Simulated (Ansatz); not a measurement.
Crystal: MoS2.

```xyz
3
Lattice="3.1480 -1.9298 0.0000 3.1480 1.9298 0.0000 -0.0031 0.0000 4.4393" Properties=species:S:1:pos:R:3 pbc="T T T"
Mo    0.0000    0.0000    0.0000
S     4.3301    0.0000    1.2825
S     1.9628    0.0000    3.1568
```

The cell comes from a database or a generator and needn't be the stable form of this composition.

| Item | Value |
| --- | --- |
| Program | Ansatz 0.2.0 |
| Task | relaxation of cell and atoms |
| Functional | PBEsol |
| Potentials or basis | all-electron LAPW, scalar-relativistic |
| Basis error allowed | 0.002 eV/atom |
| k mesh | 6 × 6 × 5 |
| Occupations | fermi-dirac, width 0.05 eV |
| Spin | no spin polarisation |

At the start: volume 17.98 Å³/atom.

Task: How do energy, volume and symmetry change on relaxing?

Result: Over 19 steps the energy falls by 659.2 meV/atom and the volume is 17.86 Å³/atom (-0.7 %); space group P-3m1 (No. 164, to 0.05 Å).

The path:
```tsv
step	energy change (eV)	largest force (eV/Å)	volume (Å³)
1	0.0000	1.1811	53.94
2	-0.8388	0.7310	51.20
3	-1.3988	0.1661	49.17
4	-1.7167	0.1176	47.64
5	-1.8419	0.3404	47.67
6	-1.9097	0.1046	48.99
7	-1.9377	0.1217	50.54
8	-1.9463	0.0054	51.21
9	-1.9473	0.0181	51.56
10	-1.9476	0.0076	51.82
11	-1.9476	0.0006	51.83
12	-1.9712	0.0062	51.83
13	-1.9769	0.0132	53.06
14	-1.9774	0.0055	53.43
15	-1.9775	0.0055	53.47
16	-1.9775	0.0051	53.53
17	-1.9777	0.0053	53.53
18	-1.9777	0.0001	53.57
19	-1.9777	0.0001	53.57
```

Final structure:
```cif
data_structure
_symmetry_space_group_name_H-M 'P 1'
_symmetry_Int_Tables_number 1
_cell_length_a 3.1435
_cell_length_b 3.1435
_cell_length_c 6.2601
_cell_angle_alpha 89.993
_cell_angle_beta 89.993
_cell_angle_gamma 60.001
_cell_volume 53.57
loop_
_atom_site_label
_atom_site_type_symbol
_atom_site_fract_x
_atom_site_fract_y
_atom_site_fract_z
_atom_site_occupancy
Mo1 Mo 0.00000 0.00000 0.00000 1
S1 S 0.66663 0.66663 0.25291 1
S2 S 0.33337 0.33337 0.74709 1
```

Caveat: the k mesh is thin for a metal, which can move the energy by tens of meV per atom; this functional lacks dispersion, which binds the layers, so the pressure and a relaxed spacing across them are unreliable.
